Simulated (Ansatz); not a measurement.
Space group P6_3/mmc (No. 194). a = 3.320 Å, b = 3.320 Å, c = 13.645 Å, α = 90.00°, β = 90.00°, γ = 120.00°
| atom | site | symmetry | x | y | z |
| --- | --- | --- | --- | --- | --- |
| Mo | 2c | -6m2 | 0.3333 | 0.6667 | 0.2500 |
| Se | 4f | 3m. | 0.3333 | 0.6667 | 0.6288 |

Equation of state of this MoSe2 structure (not necessarily the ground state), with shape and atoms relaxed at each volume where symmetry leaves them free. These are results of DFT r2SCAN, scalar-relativistic, plane waves, PAW in Ansatz 0.2.0, not measurements.

Plane waves to 500 eV, a k mesh through Γ of 12×12×2 on the computed 6-atom cell and Gaussian smearing (0.02 eV); no spin polarisation.

```json
{"V (Å³/atom)": "20.405", "E − E(largest V) (meV/atom)": "3.78", "P (GPa)": "1.95", "gap on mesh (eV)": "1.00"}
{"V (Å³/atom)": "21.056", "E − E(largest V) (meV/atom)": "-1.52", "P (GPa)": "0.75", "gap on mesh (eV)": "1.11"}
{"V (Å³/atom)": "21.707", "E − E(largest V) (meV/atom)": "-2.91", "P (GPa)": "0.02", "gap on mesh (eV)": "1.21"}
{"V (Å³/atom)": "22.358", "E − E(largest V) (meV/atom)": "-2.01", "P (GPa)": "-0.37", "gap on mesh (eV)": "1.27"}
{"V (Å³/atom)": "23.009", "E − E(largest V) (meV/atom)": "0.00", "P (GPa)": "-0.54", "gap on mesh (eV)": "1.33"}
```

Q: Fit a third-order Birch–Murnaghan equation to E(V).

A: V0 = 21.71 Å³/atom, B0 = 19 GPa, B0' = 19.2. B0' is unusual or poorly fixed by this range.

The cell holds layers, and where no dispersion correction was added their binding is poorly described.

Cost: 5 runs of about 13 core-minutes in all, on Arm Neoverse V2 (shared hosts).